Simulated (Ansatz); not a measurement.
Runs of Ansatz 0.2.0 on Cd. Symmetry: P6_3/mmc, No. 194, hexagonal system. Conventional cell: a = 2.979 Å, b = 2.979 Å, c = 5.618 Å, α = 90.00°, β = 90.00°, γ = 120.00°. Cd (site symmetry -6m2) is surrounded by 12 Cd at 2.98 to 3.29 Å. 

```csv
task,spin,cell,target pressure (GPa),points for each segment of the path,gap on the mesh (eV),pressure (GPa)
relaxation of cell and atoms,off,relaxed,0,-,none,0.0
relaxation of cell and atoms,off,relaxed to 5 GPa,5,-,none,5.0
relaxation of cell and atoms,off,relaxed to 30 GPa,30,-,none,30.0
band structure,"SOC, no magnetisation",as given,-,14,none,2.7
relaxation of cell and atoms,off,relaxed to 20 GPa,20,-,none,20.0
relaxation of cell and atoms,off,relaxed to 10 GPa,10,-,none,10.0
band structure,off,as given,-,14,none,(a)
relaxation of cell and atoms,off,relaxed to 2 GPa,2,-,none,2.0
```

Alike in all rows: level PBE; potentials or basis Ansatz PAW; k mesh 10 × 10 × 5; cutoff (eV) 420; smearing fermi-dirac 0.05 eV.

Task: Fill in the values left out.

Result: (a) 2.9.

Caveats: the plane-wave basis is chosen anew once the cell has moved, so the energies of steps on either side of that aren't comparable (some runs).

A k mesh can miss the band edges, and rows without SOC leave out spin-orbit coupling on Cd.

A gap of «none» marks a metal or a gap under the smearing width.
